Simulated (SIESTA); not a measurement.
Crystal: HfC.

```
Hf C
1.0
     0.00000    2.32500    2.32500
     2.32500    0.00000    2.32500
     2.32500    2.32500    0.00000
Hf C
1 1
Direct
  0.50000 0.50000 0.50000
  0.00000 0.00000 0.00000
```

Base run:

- Program: SIESTA 5.4.2
- Functional: PBE
- Potentials or basis: PseudoDojo 0.4 standard (PBE files)
- Basis: TZP (energy shift 0.002 Ry)
- Grid cutoff: 800 Ry
- Energy shift: 0.002 Ry
- k mesh: 10 × 10 × 10
- Occupations: fermi-dirac, width 0.05 eV
- Spin: no spin polarisation

Its results: band gap on the k mesh none (metal or under the smearing width); pressure 1.5 GPa.

Task: After a change of settings the same cell gave: band gap on the k mesh none (metal or under the smearing width); pressure 6.3 GPa. Which change was it?
A. basis from TZP (energy shift 0.002 Ry) to SZ (energy shift 0.002 Ry)
B. basis from TZP (energy shift 0.002 Ry) to DZP (energy shift 0.002 Ry)
C. basis from TZP (energy shift 0.002 Ry) to DZP (energy shift 0.003 Ry; two zetas on semicore shells); energy shift from 0.002 Ry to 0.003 Ry
D. functional from PBE to RPBE; basis from TZP (energy shift 0.002 Ry) to DZP (energy shift 0.002 Ry)

Result: D.

Caveats: semicore shells carry a single zeta, which can move pressures by several GPa and volumes by a few percent; the basis of atomic orbitals isn't converged, which shifts pressures, moduli and gaps; the potentials were made for another functional, which shifts forces and pressure (some runs).

Not every run made on this cell is shown here.
